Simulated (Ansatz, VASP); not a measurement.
## Two plane-wave programs on Pt

```
CELL_PARAMETERS angstrom
0.00000 3.02688 3.02688
3.02688 0.00000 3.02688
3.02688 3.02688 0.00000
ATOMIC_POSITIONS crystal
Pt 0.12500 0.12500 0.12500
Pt 0.87500 0.87500 0.87500
```

Alike in both runs: task single point; functional RPBE; k mesh 11 × 11 × 11; occupations fermi-dirac, width 0.1 eV; no spin polarisation.

```csv
,VASP,Ansatz
version,VASP 6.6.1,Ansatz 0.2.0
potentials or method,"VASP PAW PBE potentials, release 64 (Pt)","plane waves (420 eV) with PAW, scalar-relativistic"
plane-wave cutoff (eV),520,420
valence electrons in the cell,20,36
```

```csv
,VASP,Ansatz,Ansatz less VASP
pressure (GPa),-8.4,-8.3,+0.14
```

With one functional, cell and mesh, what is left measures potentials, basis and numerics. The two sets of potentials don't hold the same shells in valence.

Caveats: the PAW data sets were made with another functional, which shifts forces and pressure a little (VASP). Spin-orbit coupling is left out, which matters for the levels of Pt.
